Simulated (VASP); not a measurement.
The system is Al.

```
CELL_PARAMETERS angstrom
4.66681 0.00000 0.00000
-2.33341 4.04158 0.00000
0.00000 0.00000 6.45170
ATOMIC_POSITIONS crystal
Al 0.00000 0.31255 0.25000
Al 0.00000 0.68745 0.75000
Al 0.31255 0.00000 0.25000
Al 0.31255 0.31255 0.75000
Al 0.68745 0.00000 0.75000
Al 0.68745 0.68745 0.25000
```

The cell was built by a generator and needn't be a form met in nature.

The cell isn't the ideal one: random cell with space group P6_3/mcm (No. 193).

```yaml
Program: VASP 6.6.1
Task: relaxation of cell and atoms
Functional: PBE
Potentials_or_basis: VASP PAW PBE potentials, release 64 (Al)
Cutoff: 600 eV
k_mesh: 6 × 6 × 4
Occupations: gaussian, width 0.1 eV
Spin: no spin polarisation
```

At the start: pressure 0.4 GPa; volume 20.28 Å³/atom.

Question: Where does the relaxation end?

Answer: Over 15 steps the energy falls by 335.5 meV/atom and the volume is 16.73 Å³/atom (-17.5 %); space group P6_3/mmc (No. 194, to 0.05 Å).

The path:
| step | energy change (eV) | largest force (eV/Å) | pressure (GPa) | volume (Å³) |
| --- | --- | --- | --- | --- |
| 1 | 0.0000 | 1.3027 | 0.38 | 121.69 |
| 2 | -0.7818 | 0.2653 | -5.28 | 122.15 |
| 3 | -0.9682 | 0.0253 | -6.98 | 122.08 |
| 4 | -1.2449 | 0.1734 | -8.62 | 121.34 |
| 5 | -1.7053 | 0.5464 | -2.86 | 105.76 |
| 6 | -1.7081 | 0.5209 | -3.35 | 106.58 |
| 7 | -1.8889 | 0.4693 | -1.50 | 103.18 |
| 8 | -1.9279 | 0.4428 | -0.14 | 101.39 |
| 9 | -1.8421 | 0.2670 | 3.62 | 97.81 |
| 10 | -1.9297 | 0.4280 | 0.37 | 100.83 |
| 11 | -1.9956 | 0.2007 | 0.37 | 100.23 |
| 12 | -2.0118 | 0.0084 | 0.56 | 99.77 |
| 13 | -2.0118 | 0.0014 | 0.55 | 99.79 |
| 14 | -2.0128 | 0.0162 | -0.29 | 100.75 |
| 15 | -2.0132 | 0.0110 | 0.01 | 100.40 |

Final structure:
```
Al
1.0
     4.81174    0.00000    0.00000
    -2.40587    4.16709    0.00000
     0.00000    0.00000    5.00706
Al
6
Cartesian
  -0.8026 1.3901 1.2518
  3.2084 2.7770 3.7553
  1.6052 0.0000 1.2518
  0.8026 1.3901 3.7553
  0.8007 4.1671 3.7553
  1.6033 2.7770 1.2518
```

Caveat: the volume moved by over 15 % at a fixed basis, so the end points are rough.
